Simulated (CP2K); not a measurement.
Crystal: K.

```xyz
1
Lattice="4.6723 0.0000 0.0000 -1.5574 4.4051 0.0000 -1.5574 -2.2025 3.8149" Properties=species:S:1:pos:R:3 pbc="T T T"
K     0.0000    0.0000    0.0000
```

```yaml
Program: CP2K 2026.2
Task: single point
Functional: PBEsol
Potentials_or_basis: POTENTIAL_UZH K GTH-PBE-q9; TZVP-MOLOPT-PBE-GTH basis
Density_cutoff: 6123 eV
k_mesh: 7 × 7 × 7
Occupations: fermi-dirac, width 0.05 eV
Spin: no spin polarisation
```

On this cell: pressure -0.3 GPa; band gap on the k mesh none (metal or under the smearing width).

The same run follows on a disturbed copy (cell strained at random at fixed volume):

```xyz
1
Lattice="4.5595 0.0000 0.0000 -1.5957 4.4756 0.0000 -1.4366 -2.2530 3.8478" Properties=species:S:1:pos:R:3 pbc="T T T"
K    -0.0139   -0.0535    0.0277
```

Q: What does the disturbed cell give?

A: The energy (extrapolated to zero smearing) moves by +1.4 meV/atom; pressure -0.3 GPa; band gap on the k mesh none (metal or under the smearing width).

Stress tensor (GPa, compression positive):
```
-0.19  0.02  0.00
 0.02 -0.43 -0.01
 0.00 -0.01 -0.36
```

Caveats: the potentials were made for another functional, which shifts forces and pressure; the basis of atomic orbitals isn't converged, which shifts pressures, moduli and gaps.
